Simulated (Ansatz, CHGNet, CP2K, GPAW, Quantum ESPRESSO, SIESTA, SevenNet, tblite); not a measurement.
# tblite on Priceite (P2_1/c), Ca2B5H7O13 (108 atoms): settings against a plane-wave reference

Wanted: tblite inputs and outputs for Priceite (P2_1/c), Ca2B5H7O13 (108 atoms), checked against a plane-wave reference.

Main program and level: tblite 0.8.0; the method is named at each step.

### 1. The structure

The cell holds 108 atoms: 8 Ca, 20 B, 28 H and 52 O. Cell: a = 11.580 Å, b = 6.984 Å, c = 12.352 Å, α = 90.0°, β = 110.6°, γ = 90.0°. It derives from Ca2B5H7O13 (P2_1/c), repeated 1×1×1. Ca2B5H7O13, space group P2_1/c, structure from the Crystallography Open Database, 1 x 1 x 1 conventional cells; every coordinate displaced by a Gaussian of 0.02 Å; bonds to H set to neutron lengths (C-H 1.089, N-H 1.015, O-H 0.983, B-H 1.19 Å) where the listed ones are shorter. Then every atom was moved at random, 0.05 Å r.m.s. a Cartesian component (hydrogen 0.6 of that).

The yardstick, on the same geometry:

- method: Kohn-Sham DFT, PBE, PAW, plane waves (Ansatz 0.2.0); cutoff 420 eV, Γ point, fermi-dirac smearing of 0.05 eV; PAW set soft_2
- r.m.s. force component: 2.037 eV/Å
- longest force: 12.11 eV/Å
- pressure: 3.985 GPa
- gap (highest filled to lowest empty level): 4.708 eV
- SCF cycles: 9
- time: 15 s on 4 threads of Arm Neoverse V1, shared host
- CPU time: 54 s

### 2. GFN1-xTB

Method: GFN1-xTB tight binding, diagonalisation.

Input file run.py:

```python
import numpy as np
from ase.io import read
from tblite.ase import TBLite

atoms = read("structure.xyz")
atoms.calc = TBLite(method="GFN1-xTB", electronic_temperature=580, accuracy=1.0, max_iterations=250, mixer_damping=0.4, verbosity=1)
energy = atoms.get_potential_energy()
forces = atoms.get_forces()
print(f"energy {energy:.6f} eV")
print("forces (eV/A)")
for i, (a, f) in enumerate(zip(atoms, forces)):
    print(f"{i:4d} {a.symbol:2s} {f[0]:10.5f} {f[1]:10.5f} {f[2]:10.5f}")
stress = -atoms.get_stress(voigt=False) * 160.21766
print("stress (GPa, compression positive)")
for row in stress:
    print(" ".join(f"{x:10.4f}" for x in row))
print("charges (e)")
print(np.array2string(atoms.get_charges(), precision=4, suppress_small=True, max_line_width=110, threshold=100000))
```

Input file structure.xyz:

```xyz
108
Lattice="11.58000 0.00000 0.00000 0.00000 6.98440 0.00000 -4.34050 0.00000 11.56425" Properties=species:S:1:pos:R:3 pbc="T T T"
Ca -2.36439 5.30717 6.70137
Ca 7.40327 1.85059 10.66420
Ca 9.72831 1.72759 4.92290
Ca -0.23062 5.11831 0.97880
Ca 1.98674 1.73039 4.42957
Ca 7.46489 5.08653 1.40853
Ca 5.29685 5.26093 7.29427
Ca -0.19859 1.82286 10.17226
B 1.33349 5.29578 4.08253
B 8.11348 1.72913 1.71336
B 5.83304 1.76147 7.50890
B -0.89633 5.26736 9.92525
B -1.30683 5.09722 3.71559
B 10.55534 1.66906 2.08145
B 8.50352 1.86218 7.75475
B -3.47392 5.42101 9.49517
B -0.11067 3.77758 5.56934
B 9.32264 0.22175 0.25349
B 7.29690 3.24977 5.98288
B -2.08708 6.76593 11.35181
B 0.79063 1.94397 7.13503
B 4.28233 5.49407 10.14717
B 6.37029 4.99936 4.29704
B 3.00305 1.53999 1.46669
B 0.32108 4.34954 8.02351
B 4.77233 0.93193 9.33871
B 6.96213 2.63521 3.59336
B 2.43771 6.11400 2.17292
H 2.87254 1.54865 7.48658
H 2.18275 5.03023 9.90131
H 4.34463 5.46061 4.11155
H 5.08753 1.89005 1.68029
H 0.49044 0.03625 8.17546
H 4.46772 3.49499 9.12905
H 6.62372 6.96994 3.38243
H 2.77929 3.46706 2.37229
H 0.83359 6.42970 5.70996
H 8.58540 2.99673 0.12281
H 6.46110 0.47913 5.94541
H -1.34463 3.94730 11.38373
H 8.76195 5.99059 4.35926
H 0.71298 2.54889 1.34700
H -1.49723 0.94611 7.15168
H 6.55816 4.42343 10.11629
H 9.34847 3.71822 2.71239
H 0.07234 0.27805 3.04891
H -2.07334 3.24432 8.86677
H 7.19564 6.76334 8.55084
H 4.53317 1.76475 5.15338
H 4.84158 5.27071 0.63592
H 2.63982 5.24193 6.43042
H 2.40104 1.76307 10.86727
H 4.47676 3.42403 4.65207
H 4.93121 6.79331 1.16718
H 2.72539 3.62127 6.90895
H 2.34238 0.20171 10.42286
[... 48 atom lines left out ...]
O 0.65025 3.15283 8.29700
O 4.39991 6.55884 9.07678
O 6.53781 3.93585 3.26794
O 2.90297 0.47997 2.49291
```

On the command line:

```sh
> OMP_NUM_THREADS=1 python run.py > output.txt
```

The program printed:

```text
------------------------------------------------------------
  cycle        total energy    energy error   density error
------------------------------------------------------------
      1     -276.9304899324  -2.7797301E+02   9.0897694E-01
      2     -281.0970530764  -4.1665631E+00   8.2858151E-01
      3     -289.2778918744  -8.1808388E+00   4.2214688E-01
      4     -295.2810400632  -6.0031482E+00   1.1551114E-01
      5     -295.0010834415   2.7995662E-01   1.0836435E-01
      6     -295.4494830451  -4.4839960E-01   1.0558149E-02
      7     -295.4528912371  -3.4081920E-03   3.5608983E-03
      8     -295.4534192008  -5.2796369E-04   1.5736083E-03
      9     -295.4535289684  -1.0976759E-04   5.6807734E-04
     10     -295.4535290198  -5.1448808E-08   5.0194494E-04
     11     -295.4535376242  -8.6043609E-06   1.6683551E-04
     12     -295.4535390039  -1.3797467E-06   1.6189418E-05
     13     -295.4535390075  -3.5599896E-09   5.5288272E-06
------------------------------------------------------------
 total:                                   5.237 sec
energy -8039.700302 eV
forces (eV/A)
   0 Ca   -0.26235    0.09780   -0.16337
   1 Ca    0.02353   -0.21368    0.13534
   2 Ca    0.01511   -0.41548   -0.16386
   3 Ca    0.00750    0.32937   -0.29236
   4 Ca    0.42298    0.26251   -0.67863
   5 Ca   -0.41263    0.59499    0.32668
   6 Ca   -0.37222   -0.00379   -0.05556
   7 Ca    0.44155    0.07874   -0.39810
   8 B     1.55492   -1.96004   -0.35831
   9 B    -1.25683   -0.23849   -0.67008
  10 B     1.60295    0.62963   -1.40398
  11 B     2.23239   -0.89278   -1.39409
  12 B     2.88087    0.71792    1.53692
  13 B     4.30190   -1.85477   -2.19624
  14 B    -2.25732    0.95888    0.52419
  15 B     1.34799   -0.66260    1.58334
  16 B     3.37535   -0.20497    0.45397
  17 B     1.82285    0.86502   -0.36381
  18 B    -2.79252    1.32545    0.06808
  19 B    -1.27065   -0.69771    0.38076
  20 B     0.90611   -0.30695    3.18444
  21 B     0.01002    0.15848   -0.66600
  22 B     2.72553    0.39182    0.13977
  23 B    -0.43485   -0.28555    0.70219
[...]
100 O    -0.72741    0.87377   -2.07116
 101 O     0.29490   -0.15301    0.09141
 102 O    -1.63328    0.75918   -0.56733
 103 O    -0.84084    0.11318   -1.58147
 104 O     1.69950   -6.14337    0.08480
 105 O    -0.49835    0.64348   -0.08132
 106 O    -0.08883   -0.36880   -0.97227
 107 O    -0.32129   -2.08047    0.74909
stress (GPa, compression positive)
    0.0475    -2.5928     1.5087
   -2.5928    -1.1957    -0.5335
    1.5087    -0.5335     2.5008
charges (e)
[ 0.2332  0.2125  0.2579  0.2327  0.1475  0.1571  0.1539  0.1598  0.6222  0.6398  0.6322  0.6403  0.6476
  0.6436  0.6371  0.6363  0.6452  0.654   0.6557  0.6519  0.6456  0.6303  0.6289  0.6374  0.6195  0.6251
  0.6238  0.6166  0.3543  0.3485  0.3542  0.3562  0.3687  0.3585  0.3527  0.3693  0.3505  0.344   0.3449
  0.3523  0.4042  0.399   0.4017  0.3988  0.3906  0.3868  0.391   0.3982  0.368   0.3654  0.3724  0.3692
  0.38    0.3796  0.3634  0.3795 -0.546  -0.5452 -0.5316 -0.5442 -0.5394 -0.4849 -0.5331 -0.5585 -0.4966
 -0.5127 -0.5082 -0.5025 -0.483  -0.4536 -0.4778 -0.4509 -0.4644 -0.4404 -0.4898 -0.4677 -0.4689 -0.458
 -0.4516 -0.4807 -0.4168 -0.4397 -0.4373 -0.4236 -0.4142 -0.4542 -0.4176 -0.4385 -0.4626 -0.4396 -0.4155
 -0.422  -0.3894 -0.3932 -0.4283 -0.4101 -0.5402 -0.5148 -0.5584 -0.531  -0.5156 -0.5204 -0.4977 -0.522
 -0.4542 -0.4517 -0.4318 -0.4597]
```

Run time: 5.9 s. Hardware: 1 thread of Arm Neoverse V1, shared host; peak memory 0.11 GiB.

Banners, paths, timers and routine set-up lines are dropped from the logs unmarked, and long logs keep their key lines alone; longer cuts are marked.

Compared with the plane-wave run:

* r.m.s. force component: 1.842 eV/Å
* r.m.s. difference of force components: 432.1 meV/Å
* longest difference of force vectors: 1394 meV/Å
* force difference over r.m.s. force: 21.21 %
* slope of forces against the reference's: 0.8864
* correlation of force components: 0.9802
* pressure: 0.4509 GPa
* pressure difference: -3.534 GPa

Length of the force difference by element (eV/Å):

| element | atoms | mean | most |
| --- | --- | --- | --- |
| B | 20 | 0.79 | 1.4 |
| Ca | 8 | 0.58 | 1.0 |
| H | 28 | 0.64 | 1.3 |
| O | 52 | 0.70 | 1.2 |

A closer look about O58, which bears the longest force: 9 atoms, nearest first, numbered in the order of the input, with positions taken from that point.

| atom | x | y | z | distance (Å) | bonds | Mulliken charge (e) | Fx | Fy | Fz (eV/Å) |
| --- | --- | --- | --- | --- | --- | --- | --- | --- | --- |
| O58 | 0.00 | 0.00 | 0.00 | 0.00 | 3 | -0.55 | 3.56 | -10.54 | -0.30 |
| H54 | -0.33 | 0.78 | -0.07 | 0.85 | 1 | 0.38 | -3.71 | 7.61 | -1.07 |
| H50 | -0.42 | -0.75 | -0.60 | 1.05 | 1 | 0.37 | 0.73 | 2.41 | 1.34 |
| Ca6 | 2.20 | -0.93 | 0.17 | 2.40 | 8 | 0.16 | -0.41 | 0.59 | 0.33 |
| H35 | 1.36 | 0.95 | 2.15 | 2.72 | 1 | 0.35 | 0.46 | -0.37 | 0.27 |
| O72 | -1.76 | 0.46 | -2.11 | 2.79 | 3 | -0.45 | -0.73 | 0.69 | -0.24 |
| O104 | -0.86 | 2.73 | -0.19 | 2.86 | 3 | -0.52 | -0.84 | 0.11 | -1.58 |
| H32 | -0.17 | 2.86 | 0.45 | 2.90 | 1 | 0.36 | 0.48 | 0.11 | 0.84 |
| B28 | -2.82 | 0.10 | 0.94 | 2.98 | 3 | 0.62 | 3.09 | 1.36 | 4.48 |

Atoms are counted from 1 here, from 0 in the log.

Forces lie 21 % from the reference's, at 0.11 times its CPU time (on 1 against 4 cores).

### 3. Results

```json
{
  "force difference from the reference": "tblite GFN1-xTB, 21 %",
  "its CPU time": "5.9 s"
}
```

**Reading.** Tight binding differs by 21 % (tblite GFN1-xTB); it is another model, with fitted parameters of its own, and the xTB methods hold dispersion. One electronic-structure run takes under half the reference's CPU time: tblite GFN1-xTB, at 21 % in 5.9 s against 54 s; its pressure misses by -3.5 GPa. Periodic xTB results under one method name differ between programs and library versions. The reference's stress is far from hydrostatic: its diagonal is 4.2, 1.9, 5.8 GPa, compression counted positive. The published positions, changed by the recipe (random displacements or longer bonds to H), lie far from the minimum at this level of theory. The reference's pressure of 4.0 GPa belongs to a cell and atoms that aren't relaxed at this level. The electronic-structure runs sample only Γ, in a cell whose shortest periodic width is 7 Å.

[Also dropped from logs without a mark: logging warnings of Python, and SIESTA's first energy breakdown and zero terms.]

[Logs are printed without paths, hosts, clocks, repeated set-up lines and the standing remarks that a program may print on its own settings, such as how far it seeks lower states.]

[Hosts, paths, dates, database ids (printed as entryN), source tags and the programs' standing remarks are cut or masked in the printed files.]
